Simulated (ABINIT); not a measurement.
# FeO (P-6m2) in ABINIT: single point with PBE

Aim: the single point of FeO with PBE.

Everything below comes from runs of ABINIT 10.8.3 (patched build). Logs are shortened: lines on timing, memory, paths and dates and some standing lists are left out, and cuts for length are marked. The log counts tension as positive stress, the text compression.

## Step 1: The crystal as given

Symmetry: P-6m2, No. 187, hexagonal system. Conventional cell: a = 2.903 Å, b = 2.903 Å, c = 2.833 Å, α = 90.00°, β = 90.00°, γ = 120.00°. Fe (site symmetry -6m2) has 6 O at 2.19 Å as nearest neighbours. Around O (site symmetry -6m2) lie 6 Fe at 2.19 Å.

The cell comes from a database or a generator and needn't be the stable form of this composition.

## Step 2: Single point, PBE, collinear spin, ferromagnetic start

The input, run.abi:

```
# Pseudopotentials
pp_dirpath "./"
pseudos "Fe.GGA_PBE-JTH.xml, O.GGA_PBE-JTH.xml"

# Structure
acell 3*1.0
rprim
     5.4856963796     0.0000000000     0.0000000000
    -2.7428481803     4.7507524289     0.0000000000
     0.0000000000     0.0000000000     5.3537678714
ntypat 2
znucl 26 8
natom 2
typat 1 2
xcart
     0.0000000000     0.0000000000     0.0000000000
     1.4514527567     0.8379966400     1.4165459750 Angstrom

# Plane-wave basis
ecut 26.0
pawecutdg 48.0
pawxcdev 0

# k points
kptopt 1
ngkpt 10 10 9
nshiftk 1
shiftk 0.0 0.0 0.0

# Exchange and correlation
ixc 11

# Bands and occupations
nband 16
occopt 3
tsmear 0.05 eV

# Spin
nsppol 2
spinat
     0.0000000000     0.0000000000     5.0000000000
     0.0000000000     0.0000000000     0.0000000000

# SCF cycle
nstep 100
tolvrs 1.0e-9

# Output
iomode 3
prtwf 0
prtden 0
prteig 0
prtebands 0
enunit 2
```

Potentials or basis: JTH PAW PBE v2.0.

Started as:

```sh
abinit run.abi > log 2>&1
```

run.abo:

```text
.Version 10.8.3 of ABINIT
 Symmetries : space group P-6 m 2 (#187); Bravais hP (primitive hexag.)
================================================================================
 Values of the parameters that define the memory need of the present run
     intxc =       0    ionmov =       0      iscf =      17    lmnmax =      18
     lnmax =       6     mgfft =      27  mpssoang =       3    mqgrid =    3001
     natom =       2  nloc_mem =       2    nspden =       2   nspinor =       1
    nsppol =       2      nsym =      12    n1xccc =       1    ntypat =       2
    occopt =       3   xclevel =       2
       mpw =         900          nfft =       19683          nkpt =          70
 PAW method is used; the additional fine FFT grid is defined by:
   mgfftf=        36    nfftf =     46656
================================================================================
================================================================================

--------------------------------------------------------------------------------
------------- Echo of variables that govern the present computation ------------
--------------------------------------------------------------------------------
 -outvars: echo values of preprocessed input variables --------
            acell      1.0000000000E+00  1.0000000000E+00  1.0000000000E+00 Bohr
              amu      5.58470000E+01  1.59994000E+01
             ecut      2.60000000E+01 Hartree
           enunit           2
                       outvar_i_n : Printing only first  50 k-points.
              ixc          11
                       outvar_i_n : Printing only first  50 k-points.
         kptrlatt       10    0    0      0   10    0      0    0    9
          kptrlen      4.81839108E+01
            natom           2
            nband          16
            ngfft          27      27      27
          ngfftdg          36      36      36
             nkpt          70
           nspden           2
           nsppol           2
            nstep         100
             nsym          12
           ntypat           2
                       prtocc : prtvol=0, do not print more k-points.
                       1.000000  1.000000  1.000000  1.000000  1.000000  1.000000
                       1.000000  1.000000  1.000000  1.000000  1.000000  0.000000
                       0.000000  0.000000  0.000000  0.000000
                       1.000000  1.000000  1.000000  1.000000  1.000000  1.000000
                       1.000000  1.000000  1.000000  1.000000  1.000000  0.000000
                       0.000000  0.000000  0.000000  0.000000
                       1.000000  1.000000  1.000000  1.000000  1.000000  1.000000
                       1.000000  1.000000  1.000000  1.000000  1.000000  0.000000
                       0.000000  0.000000  0.000000  0.000000
                       1.000000  1.000000  1.000000  1.000000  1.000000  1.000000
                       1.000000  1.000000  1.000000  1.000000  1.000000  0.000000
                       0.000000  0.000000  0.000000  0.000000
                       1.000000  1.000000  1.000000  1.000000  1.000000  1.000000
                       1.000000  1.000000  1.000000  1.000000  1.000000  0.000000
                       0.000000  0.000000  0.000000  0.000000
                       1.000000  1.000000  1.000000  1.000000  1.000000  1.000000
                       1.000000  1.000000  1.000000  1.000000  1.000000  0.000000
[... 118 lines left out ...]
                       1.000000  1.000000  1.000000  1.000000  1.000000  1.000000
                       1.000000  1.000000  1.000000  1.000000  1.000000  0.000000
[... 216 lines left out ...]
   1.00000    0.00000    0.00000    0.00000    0.00000    0.00000    0.00000    0.00000
 prteigrs : prtvol=0 or 1, do not print more k-points.

 Fermi (or HOMO) energy (eV) =   7.25920   Average Vxc (eV)= -11.80800
 Eigenvalues (   eV  ) for nkpt=  70  k points, SPIN UP:
 kpt#   1, nband= 16, wtk=  0.00111, kpt=  0.0000  0.0000  0.0000 (reduced coord)
 -82.40354  -48.48511  -48.36072  -48.36072  -12.65783    2.46696    2.46696    2.88283
   3.69567    4.45521    4.45521    6.17952    6.17952    7.45026   21.09462   22.75757
 prteigrs : prtvol=0 or 1, do not print more k-points.

 Eigenvalues (   eV  ) for nkpt=  70  k points, SPIN DOWN:
 kpt#   1, nband= 16, wtk=  0.00111, kpt=  0.0000  0.0000  0.0000 (reduced coord)
 -78.21135  -44.31993  -44.31993  -44.28332  -12.07104    4.04979    4.04979    4.28334
   5.43819    8.35043    8.55062    8.55062    8.66338    8.66338   21.81338   23.64271
 prteigrs : prtvol=0 or 1, do not print more k-points.

--- !EnergyTerms
iteration_state     : {dtset: 1, }
comment             : Components of total free energy in Hartree
kinetic             :  1.95431713785747E+01
hartree             :  3.10062463005299E+01
xc                  : -6.26881035232478E+00
Ewald energy        : -9.36202694550192E+01
psp_core            :  5.62464831420146E+00
local_psp           : -8.67863714025671E+01
PAW spherical_terms : -1.00753026195257E+01
internal            : -1.40576687836131E+02
'-kT*entropy'       : -3.58545558635300E-05
total_energy        : -1.40576723690687E+02
total_energy_eV     : -3.82528752554182E+03
...

--- !EnergyTermsDC
iteration_state     : {dtset: 1, }
comment             : '"Double-counting" decomposition of free energy'
band_energy         : -1.53514343750693E+01
Ewald energy        : -9.36202694550192E+01
psp_core            :  5.62464831420146E+00
xc_dc               : -2.91237989717456E+01
PAW spherical_terms : -8.10583411745474E+00
internal            : -1.40576688605087E+02
'-kT*entropy'       : -3.58545558635300E-05
total_energy_dc     : -1.40576724459643E+02
total_energy_dc_eV  : -3.82528754646620E+03
...

--- !EnergyTermsWithPAWCore
iteration_state     : {dtset: 1, }
comment             : 'Components of total free energy, including PAW core contributions'
Total energy        : -1.34803188547272E+03
Total energy DC     : -1.34803188624167E+03
Total energy (eV)   : -3.66818163074961E+04
Total energy DC (eV): -3.66818163284205E+04
...

 Cartesian components of stress tensor (hartree/bohr^3)
  sigma(1 1)=  3.19738254E-04  sigma(3 2)=  0.00000000E+00
  sigma(2 2)=  3.19738139E-04  sigma(3 1)=  0.00000000E+00
  sigma(3 3)=  4.87489706E-04  sigma(2 1)= -8.12519650E-11

-Cartesian components of stress tensor (GPa)         [Pressure= -1.1052E+01 GPa]
- sigma(1 1)=  9.40702422E+00  sigma(3 2)=  0.00000000E+00
- sigma(2 2)=  9.40702083E+00  sigma(3 1)=  0.00000000E+00
- sigma(3 3)=  1.43424423E+01  sigma(2 1)= -2.39051534E-06

== END DATASET(S) ==============================================================
================================================================================

 -outvars: echo values of variables after computation  --------
            acell      1.0000000000E+00  1.0000000000E+00  1.0000000000E+00 Bohr
           etotal     -1.4057672446E+02
            fcart      2.5131437449E-26 -7.2548210828E-26 -0.0000000000E+00
                      -2.5131437449E-26  7.2548210828E-26 -0.0000000000E+00
            rprim      5.4856963796E+00  0.0000000000E+00  0.0000000000E+00
                      -2.7428481803E+00  4.7507524289E+00  0.0000000000E+00
                       0.0000000000E+00  0.0000000000E+00  5.3537678714E+00
           strten      3.1973825424E-04  3.1973813932E-04  4.8748970584E-04
                       0.0000000000E+00  0.0000000000E+00 -8.1251964997E-11
           xangst      0.0000000000E+00  0.0000000000E+00  0.0000000000E+00
                       1.4514527557E+00  8.3799663944E-01  1.4165459740E+00
             xred      0.0000000000E+00  0.0000000000E+00  0.0000000000E+00
                       6.6666666667E-01  3.3333333333E-01  5.0000000000E-01
 Calculation completed.
```

Run time: 98 s. Hardware: 1 thread of Arm Neoverse V1, shared host; peak memory 0.16 GiB.

What came out:

- Free energy: -3825.2875 eV
- Pressure: -11.1 GPa
- Band gap on the k mesh: none (metal or under the smearing width)
- Net moment: 4.00 μB per cell
- Site moments: Fe +3.58; O +0.33 μB
- Valence electrons inside the program's atomic spheres: Fe 14.09; O 4.51

Stress tensor (GPa, compression positive):
```
 -9.41   0.00   0.00
  0.00  -9.41   0.00
  0.00   0.00 -14.34
```

Levels at points of the mesh, in eV from the Fermi level:
Spin up:
```tsv
k point	band 9	band 10	band 11	band 12	band 13	band 14	band 15	band 16
(0.00, 0.00, 0.00)	-3.56	-2.80	-2.80	-1.08	-1.08	0.19	13.84	15.50
(0.50, 0.00, 0.00)	-3.85	-2.95	-2.14	-2.12	-0.63	4.94	8.01	14.05
```
Spin down:
```
           k point  band 6  band 7  band 8  band 9  band 10  band 11  band 12  band 13
(0.00, 0.00, 0.00)   -3.21   -3.21   -2.98   -1.82     1.09     1.29     1.29     1.40
(0.50, 0.00, 0.00)   -6.89   -3.57   -3.06   -1.38     1.09     1.12     1.37     2.32
```

Caveat: a cell with one magnetic atom can't hold antiferromagnetic order, which such compounds often take; semilocal functionals often make such compounds metallic where correlation or magnetic order opens a gap, which also shifts bond lengths. With open d or f shells a metallic result of PBE can be an artefact of self-interaction; +U or a hybrid may open a gap.

## Step 3: The reference run

An earlier run on the cell as given: functional PBE; potentials or basis JTH PAW PBE v2.0; cutoff 707 eV; k mesh 10 × 10 × 9; occupations fermi-dirac, width 0.05 eV; collinear spin, ferromagnetic start; starting moments [4.0, 0.0] μB.

- Pressure: -11.1 GPa
- Band gap on the k mesh: none (metal or under the smearing width)
- Net moment: 4.00 μB per cell
- Site moments: Fe +3.58; O +0.33 μB
- Valence electrons inside the program's atomic spheres: Fe 14.09; O 4.51
